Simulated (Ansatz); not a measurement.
Crystal: Cu.

```
Cu
1.0
     2.53410    0.00000    0.00000
    -1.26705    2.19459    0.00000
     0.00000    0.00000    4.11257
Cu
2
Direct
  0.66667 0.33333 0.75000
  0.33333 0.66667 0.25000
```

This isn't the form of Cu at room conditions, which is fcc.

| Property | Result |
| --- | --- |
| Program | Ansatz 0.2.0 |
| Task | single point |
| Functional | PBEsol |
| Potentials or basis | Ansatz PAW |
| Cutoff | 420 eV (not typed: the program's choice for these potentials) |
| k mesh | 12 × 12 × 7 |
| Occupations | fermi-dirac, width 0.05 eV |
| Spin | no spin polarisation |

On this cell: pressure -1.4 GPa; largest force under 0.003 eV/Å; band gap on the k mesh none (metal or under the smearing width).

The same run follows on a disturbed copy (atoms moved at random, drawn with an rms of 0.05 Å):

```
Cu
1.0
     2.53410    0.00000    0.00000
    -1.26705    2.19459    0.00000
     0.00000    0.00000    4.11257
Cu
2
Direct
  0.66971 0.35034 0.74393
  0.35459 0.66690 0.24866
```

Question: What changes?

Answer: The energy (extrapolated to zero smearing) moves by +2.9 meV/atom; pressure -1.3 GPa; largest force 0.196 eV/Å; band gap on the k mesh none (metal or under the smearing width).

Forces on the atoms (eV/Å):
```
Cu   0.106 -0.059  0.154
Cu  -0.106  0.059 -0.154
```

Stress tensor (GPa, compression positive):
```
-1.08 -0.88  0.11
-0.88 -2.04 -0.06
 0.11 -0.06 -0.79
```

Caveats: the PAW data sets come from PBE, with cores solved anew for the run's functional, which leaves a small shift of forces and pressure.
